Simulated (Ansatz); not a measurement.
# EuO (Fm-3m): magnetic orders compared

One table from this session's results is given with a row withheld; the runs are named, their logs left out.

Computed with Ansatz 0.2.0 (DFT PBE, scalar-relativistic, plane waves, PAW, unless a step's input says otherwise).

## Starting point

The structure is cubic, space group Fm-3m (No. 225). The conventional cell has a = 5.061 Å, b = 5.061 Å, c = 5.061 Å, α = 90.00°, β = 90.00°, γ = 90.00°. Around Eu (site symmetry m-3m) lie 6 O at 2.53 Å. O (site symmetry m-3m) is surrounded by 6 Eu at 2.53 Å.

Structure file:

```xyz
2
Lattice="0.0000 2.5303 2.5303 2.5303 0.0000 2.5303 2.5303 2.5303 0.0000" Properties=species:S:1:pos:R:3 pbc="T T T"
Eu    0.0000    0.0000    0.0000
O     2.5303    2.5303    2.5303
```

This cell comes from an earlier session at PBE: 16.200 Å³/atom at 0.11 GPa, on a 12×12×12 mesh.

Set-up of the first run:

The input, input.yaml:

```yaml
crystal:
  lattice:
    - [0.0, 2.5302957962, -2.5302957962]
    - [0.0, 2.5302957962, 2.5302957962]
    - [5.0605915924, 0.0, 0.0]
  atoms:
    - { symbol: Eu, position: [0.0, 0.0, 0.0], spin: 7.0 }
    - { symbol: O, position: [0.0, 1.0, 0.5] }
    - { symbol: Eu, position: [0.5, 0.5, 0.5], spin: 7.0 }
    - { symbol: O, position: [0.5, 1.5, 1.0] }
basis:
  ecutwfc: 420
  ecutrho_ratio: 4
kpoints:
  mp_grid: { grid: [8, 8, 6] }
hamiltonian:
  xc: pbe
scf:
  occupations: { method: gaussian, width: 0.05 }
  lower_state_search: "off"
output:
  forces: true
  stress: true
  eigenvalues: true
  populations: true
magnetization:
  spin_polarized: true
```

The run is started by

```
ansatz run input.yaml --threads 2 --pin off --max-ram 5120MiB --backend cpu --events-out ev --progress --plain --runs-dir out
```

Steps of the session up to this table: Ferromagnetic, larger cell; Antiferromagnetic, propagation vector (1, 0, 0); Antiferromagnetic, propagation vector (1/2, 1/2, -1/2); No spin polarisation.

One table of the session follows, with a row left open; its other results are not shown here.

It belongs to the step «The orders side by side». 

```
                                                 order  above the lowest (meV/atom)  largest moment (μB)  pressure (GPa)
                                         ferromagnetic                          0.0                 6.58             0.1
       antiferromagnetic, propagation vector (1, 0, 0)                            ?                    ?               ?
antiferromagnetic, propagation vector (1/2, 1/2, -1/2)                         23.7                 6.52            -0.2
                                  no spin polarisation                       3408.4                 0.00           -13.4
```

**Question.** Estimate the row for antiferromagnetic, propagation vector (1, 0, 0).

As computed: above the lowest (meV/atom): 18.5; largest moment (μB): 6.52; pressure (GPa): -0.4. In the column «above the lowest (meV/atom)» it lies between ferromagnetic (0.0) and antiferromagnetic, propagation vector (1/2, 1/2, -1/2) (23.7).

The first row is the run of the earlier session that started with parallel moments (-4668.5147 eV/atom).

To keep in mind: Only these orders were tried, at zero temperature; the one found in experiment may not be among them. No U or exact exchange acts on the open f shell of Eu, so the metal found here may be the functional's error. Warnings in the runs' records: given moment on shells.
